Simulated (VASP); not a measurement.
# Cr (P6_3/mmc) in VASP: notebook

One crystal, Cr, is run at these levels: revPBE; tasks: single point.

All numbers are computed with VASP 6.6.1; they aren't measurements. Logs are shortened: lines on timing, memory, paths and dates and some standing lists are left out, and cuts for length are marked.

## Step 1: The structure

It takes space group P6_3/mmc (No. 194, hexagonal). Conventional cell: a = 2.502 Å, b = 2.502 Å, c = 4.469 Å, α = 90.00°, β = 90.00°, γ = 120.00°. Cr (site symmetry -6m2) is surrounded by 12 Cr at 2.50 to 2.66 Å.

This isn't the form of Cr at room conditions, which is bcc.

## Step 2: Single point, revPBE

Input file INCAR:

```
SYSTEM = Cr
ALGO = Fast ; EDIFF = 1E-6
ENCUT = 520 ; GGA = RE
ISIF = 2 ; ISMEAR = -1
LASPH = .True. ; LCHARG = .True.
LELF = .True. ; LREAL = .False.
LVHAR = .True. ; LWAVE = .False.
NBANDS = 19 ; NELM = 60
PREC = Accurate ; SIGMA = 0.1
```

Input file KPOINTS:

```
k-points
0
Gamma
  24 24 12
  0 0 0
```

Input file POSCAR:

```
Cr
1.0
    2.5020384049      0.0000000000      0.0000000000
   -1.2510192024      2.1668288199      0.0000000000
    0.0000000000      0.0000000000      4.4688933305
Cr
2
Direct
    0.3333333333      0.6666666667      0.2500000000
    0.6666666667      0.3333333333      0.7500000000
```

Potentials or basis: VASP PAW PBE potentials, release 64 (Cr_pv).

Run with:

```bash
cat potpaw_PBE.64/Cr_pv/POTCAR > POTCAR
mpirun -np 1 vasp_std > vasp.out
```

OUTCAR:

```text
SYSTEM = Cr
   EDIFF = 1E-6
   ENCUT = 520
   GGA = RE
   ISIF = 2
   ISMEAR = -1
   LASPH = .True.
   LREAL = .False.
   NELM = 60
   PREC = Accurate

 ion  position               nearest neighbor table
   1  0.333  0.667  0.250-   2 2.66   2 2.66   2 2.66   2 2.66   2 2.66   2 2.66
   2  0.667  0.333  0.750-   1 2.66   1 2.66   1 2.66   1 2.66   1 2.66   1 2.66

  LATTYP: Found a hexagonal cell.
 ALAT       =     2.5020384049
 C/A-ratio  =     1.7861010134

  Lattice vectors:

 A1 = (   2.5020384049,   0.0000000000,   0.0000000000)
 A2 = (  -1.2510192024,   2.1668288199,   0.0000000000)
 A3 = (   0.0000000000,   0.0000000000,   4.4688933305)

Analysis of symmetry for initial positions (statically):
=====================================================================
 Subroutine PRICEL returns:
 Original cell was already a primitive cell.

 Routine SETGRP: Setting up the symmetry group for a
 hexagonal supercell.

 Subroutine GETGRP returns: Found 24 space group operations
 (whereof 12 operations were pure point group operations)
 out of a pool of 24 trial point group operations.

The static configuration has the point symmetry D_3d.
 The point group associated with its full space group is D_6h.

Analysis of symmetry for dynamics (positions and initial velocities):
=====================================================================
 Subroutine PRICEL returns:
 Original cell was already a primitive cell.

 Routine SETGRP: Setting up the symmetry group for a
 hexagonal supercell.

 Subroutine GETGRP returns: Found 24 space group operations
 (whereof 12 operations were pure point group operations)
 out of a pool of 24 trial point group operations.

The dynamic configuration has the point symmetry D_3d.
 The point group associated with its full space group is D_6h.

 Subroutine INISYM returns: Found 24 space group operations
 (whereof 12 operations are pure point group operations),
 and found     1 'primitive' translations

----------------------------------------------------------------------------------------

                                     Primitive cell

  volume of cell :      24.2281

  direct lattice vectors                    reciprocal lattice vectors
     2.502038405  0.000000000  0.000000000     0.399674121  0.230751961  0.000000000
    -1.251019202  2.166828820  0.000000000     0.000000000  0.461503923  0.000000000
     0.000000000  0.000000000  4.468893331     0.000000000  0.000000000  0.223769047

  length of vectors
     2.502038405  2.502038405  4.468893331     0.461503923  0.461503923  0.223769047

  position of ions in fractional coordinates (direct lattice)
     0.333333333  0.666666667  0.250000000
     0.666666667  0.333333333  0.750000000

  ion indices of the primitive-cell ions
   primitive index   ion index
                 1           1
                 2           2

----------------------------------------------------------------------------------------

 KPOINTS: k-points

Automatic generation of k-mesh.
 Grid dimensions read from file:
 generate k-points for:   24   24   12

 Generating k-lattice:

  Cartesian coordinates                     Fractional coordinates (reciprocal lattice)
     0.016653088  0.009614665  0.000000000     0.041666667  0.000000000  0.000000000
     0.000000000  0.019229330  0.000000000     0.000000000  0.041666667  0.000000000
     0.000000000  0.000000000  0.018647421     0.000000000  0.000000000  0.083333333

  Length of vectors
     0.019229330  0.019229330  0.018647421

  Shift w.r.t. Gamma in fractional coordinates (k-lattice)
     0.000000000  0.000000000  0.000000000

 Subroutine IBZKPT returns following result:
 ===========================================

 Found    427 irreducible k-points:

 Following reciprocal coordinates:
            Coordinates               Weight
  0.000000  0.000000  0.000000      1.000000
  0.041667 -0.000000  0.000000      6.000000
  0.083333  0.000000  0.000000      6.000000
  0.125000 -0.000000  0.000000      6.000000
  0.166667  0.000000  0.000000      6.000000
  0.208333  0.000000  0.000000      6.000000
[... 16 lines left out ...]
  0.416667  0.041667  0.000000     12.000000
  0.458333  0.041667  0.000000     12.000000
 [... further k-points ...]
   k-points           NKPTS =    427   k-points in BZ     NKDIM =    427   number of bands    NBANDS=     19
   number of dos      NEDOS =    301   number of ions     NIONS =      2
   total plane-waves  NPLWV =  14400
   dimension x,y,z NGX =    20 NGY =   20 NGZ =   36
   dimension x,y,z NGXF=    40 NGYF=   40 NGZF=   72
   ions per type =               2
   NGX,Y,Z   is equivalent  to a cutoff of  13.29, 13.29, 13.39 a.u.
   NGXF,Y,Z  is equivalent  to a cutoff of  26.58, 26.58, 26.78 a.u.
 SYSTEM =  Cr
   PREC   = accura    normal or accurate (medium, high low for compatibility)
   ISTART =      0    job   : 0-new  1-cont  2-samecut
   ICHARG =      2    charge: 1-file 2-atom 10-const
   ISPIN  =      1    spin polarized calculation?
   LNONCOLLINEAR =      F non collinear calculations
   LSORBIT =      F    spin-orbit coupling
   LASPH  =      T    aspherical Exc in radial PAW
   ENCUT  =  520.0 eV  38.22 Ry    6.18 a.u.   4.65  4.65  8.31*2*pi/ulx,y,z
   NELM   =     60;   NELMIN=  2; NELMDL= -5     # of ELM steps
   EDIFF  = 0.1E-05   stopping-criterion for ELM
   LREAL  =      F    real-space projection
   EDIFFG = 0.1E-04   stopping-criterion for IOM
   NSW    =      0    number of steps for IOM
   IBRION =     -1    ionic relax: 0-MD 1-quasi-New 2-CG
   NFREE  =      0    steps in history (QN), initial steepest desc. (CG)
   ISIF   =      2    stress and relaxation
   ISYM   =      2    0-nonsym 1-usesym 2-fastsym
   POTIM  = 0.5000    time-step for ionic-motion
   TEBEG  =    0.0;   TEEND  =   0.0 temperature during run
   PSTRESS=    0.0 pullay stress
   NELECT =      24.0000    total number of electrons
   NUPDOWN=      -1.0000    fix difference up-down
   EMIN   =  10.00;   EMAX   =-10.00  energy-range for DOS
   EFERMI =   0.00;   METHOD = LEGACY
   ISMEAR =    -1;   SIGMA  =   0.10  broadening in eV -4-tet -1-fermi 0-gaus
   EFERMI_NEDOS =   21; number of points for ismear=-14 and -15
   IALGO  =     68    algorithm
   IMIX   =      4    mixing-type and parameters
     AMIX     =   0.40;   BMIX     =  1.00
     AMIX_MAG =   1.60;   BMIX_MAG =  1.00
  volume/ion in A,a.u.               =      12.11        81.75
  Fermi-wavevector in a.u.,A,eV,Ry     =   1.631946  3.083930 36.235675  2.663247
  Thomas-Fermi vector in A             =   2.723998
   LORBIT       =      0    0 simple, 1 ext, 2 COOP (PROOUT), +10 PAW based schemes
   GGA     = RE    functional components
   LHFCALC =     F    Hartree Fock is set to
   AEXX    =    0.0000 exact exchange contribution
   IVDW    =     0    specifies the selected vdW correction
   LEPSILON=     F    determine dielectric tensor
   LRPA    =     F    only Hartree local field effects (RPA)
 non-spin polarized calculation
 RMM-DIIS sequential band-by-band and
  energy-cutoff  :      520.00
  volume of cell :       24.23
 maximum number of plane-waves:       672
 NGX is ok and might be reduce to    20
   NGX =  9   NGY =  9   NGZ = 17

 number of electron      24.0000010 magnetization

 Free energy of the ion-electron system (eV)
  ---------------------------------------------------
  ext. energy  EPLUGINS =         0.00000000
  ---------------------------------------------------
  free energy    TOTEN  =       -17.45758032 eV

  energy without entropy =      -17.35029065  energy(sigma->0) =      -17.40393549

 E-fermi :  10.2415     XC(G=0): -13.2913

 val. band max:       10.2411656954   @ k =   0.3750   0.0833   0.1667
 cond. band min:      10.2425157318   @ k =   0.1250  -0.0000   0.1667
 fundamental gap:      0.0013500364
 Fermi energy:        10.2414661593

 k-point     1 :       0.0000    0.0000    0.0000
  band No.  band energies     occupation
      1     -33.0499      2.00000
      2     -32.4226      2.00000
      3     -32.2706      2.00000
      4     -32.2706      2.00000
      5     -32.2101      2.00000
      6     -32.2101      2.00000
[... 11 lines left out ...]
     18      12.3754      0.00000
     19      18.1683      0.00000

 k-point     2 :       0.0417   -0.0000    0.0000
  band No.  band energies     occupation
      1     -33.0454      2.00000
      2     -32.4230      2.00000
      3     -32.2843      2.00000
      4     -32.2743      2.00000
      5     -32.2241      2.00000
      6     -32.2126      2.00000
[... 11 lines left out ...]
     18      12.5793      0.00000
     19      18.1616      0.00000

 k-point     3 :       0.0833    0.0000    0.0000
  band No.  band energies     occupation
      1     -33.0322      2.00000
      2     -32.4243      2.00000
      3     -32.3243      2.00000
      4     -32.2852      2.00000
      5     -32.2647      2.00000
      6     -32.2200      2.00000
[... 11 lines left out ...]
     18      13.0758      0.00000
     19      18.1616      0.00000

 k-point     4 :       0.1250   -0.0000    0.0000
  band No.  band energies     occupation
      1     -33.0108      2.00000
      2     -32.4268      2.00000
      3     -32.3879      2.00000
      4     -32.3288      2.00000
      5     -32.3022      2.00000
      6     -32.2319      2.00000
[... 11 lines left out ...]
     18      13.7231      0.00000
     19      18.1641      0.00000

 k-point     5 :       0.1667    0.0000    0.0000
  band No.  band energies     occupation
      1     -32.9821      2.00000
      2     -32.4708      2.00000
      3     -32.4307      2.00000
      4     -32.4111      2.00000
      5     -32.3241      2.00000
      6     -32.2476      2.00000
[... 11 lines left out ...]
     18      14.4547      0.00000
     19      18.1776      0.00000
[... 334 lines left out ...]
      2     -32.8331      2.00000
      3     -32.8018      2.00000
      4     -32.4767      2.00000
      5     -32.4438      2.00000
      6     -32.3419      2.00000
[... 11 lines left out ...]
     18      18.2772      0.00000
     19      18.2777      0.00000

 k-point    22 :       0.3750    0.0417    0.0000
  band No.  band energies     occupation
      1     -32.9822      2.00000
      2     -32.8995      2.00000
      3     -32.7638      2.00000
      4     -32.4926      2.00000
      5     -32.4630      2.00000
      6     -32.3569      2.00000
[... 11 lines left out ...]
     18      17.8611      0.00000
     19      19.1290      0.00000

 k-point    23 :       0.4167    0.0417    0.0000
  band No.  band energies     occupation
      1     -33.0327      2.00000
      2     -32.9461      2.00000
      3     -32.7332      2.00000
      4     -32.5076      2.00000
      5     -32.4765      2.00000
      6     -32.3676      2.00000
[... 11 lines left out ...]
     18      17.0922      0.00000
     19      19.9095      0.00000

 k-point    24 :       0.4583    0.0417    0.0000
  band No.  band energies     occupation
      1     -33.0588      2.00000
      2     -32.9701      2.00000
      3     -32.7153      2.00000
      4     -32.5174      2.00000
      5     -32.4835      2.00000
      6     -32.3731      2.00000
[... 11 lines left out ...]
     18      16.3643      0.00000
     19      20.4368      0.00000

 [... further k-points ...]
[... 5 lines left out ...]
  --------------------------------------------------------------------------------------
  -------------------------------------------------------------------------------------
  Total       -0.0558945     -0.0558945     -0.0615638     -0.0000000     -0.0000000     -0.0000000
  in kB       -3.6962512     -3.6962512     -4.0711540     -0.0000000     -0.0000000     -0.0000000
  external PRESSURE =      -3.8212188 kB  Pullay stress =       0.0000000 kB

 VOLUME and BASIS-vectors are now :
 -----------------------------------------------------------------------------
  energy-cutoff  :      520.00
  volume of cell :       24.23
      direct lattice vectors                 reciprocal lattice vectors
     2.502038405  0.000000000  0.000000000     0.399674121  0.230751961  0.000000000
    -1.251019202  2.166828820  0.000000000     0.000000000  0.461503923  0.000000000
     0.000000000  0.000000000  4.468893331     0.000000000  0.000000000  0.223769047

 POSITION                                       TOTAL-FORCE (eV/Angst)
 -----------------------------------------------------------------------------------
     -0.00000      1.44455      1.11722         0.000000     -0.000000      0.000000
      1.25102      0.72228      3.35167        -0.000000      0.000000      0.000000
 -----------------------------------------------------------------------------------
    total drift:                                0.000000     -0.000000      0.000000

  FREE ENERGIE OF THE ION-ELECTRON SYSTEM (eV)
  ---------------------------------------------------
  free  energy   TOTEN  =       -17.4575803204 eV

  energy  without entropy=      -17.3502906524  energy(sigma->0) =      -17.40393549
```

It took 2.1 min on 1 thread of AMD EPYC 9R45 (Zen 5), shared host; peak memory 0.23 GiB.

Results:

```
Free energy            : -17.4576 eV
Pressure               : -0.4 GPa
Band gap on the k mesh : none (metal or under the smearing width)
```

Levels at points of the mesh, in eV from the Fermi level:
| k point | band 8 | band 9 | band 10 | band 11 | band 12 | band 13 | band 14 | band 15 | band 16 | band 17 |
| --- | --- | --- | --- | --- | --- | --- | --- | --- | --- | --- |
| (0.00, 0.00, 0.00) | -4.00 | -1.17 | -0.34 | -0.34 | -0.27 | -0.02 | -0.02 | 1.04 | 1.04 | 2.13 |
| (0.50, 0.00, 0.00) | -3.40 | -3.30 | -0.90 | -0.62 | -0.28 | -0.14 | 2.24 | 2.74 | 2.86 | 3.97 |
| (0.00, 0.00, 0.50) | -5.60 | -1.57 | -1.57 | -0.32 | -0.32 | -0.32 | -0.32 | 1.75 | 1.75 | 1.75 |
| (0.50, 0.00, 0.50) | -3.83 | -2.40 | -2.40 | 0.92 | 0.92 | 1.23 | 1.23 | 2.80 | 2.80 | 3.35 |

Caveat: the PAW data sets were made with another functional, which shifts forces and pressure a little; the run has no spin polarisation, though such a crystal can be magnetic. Spin polarisation is off, so any magnetic state and its effect on volume and gap are missing.

(Continued in part 2 of 2.)
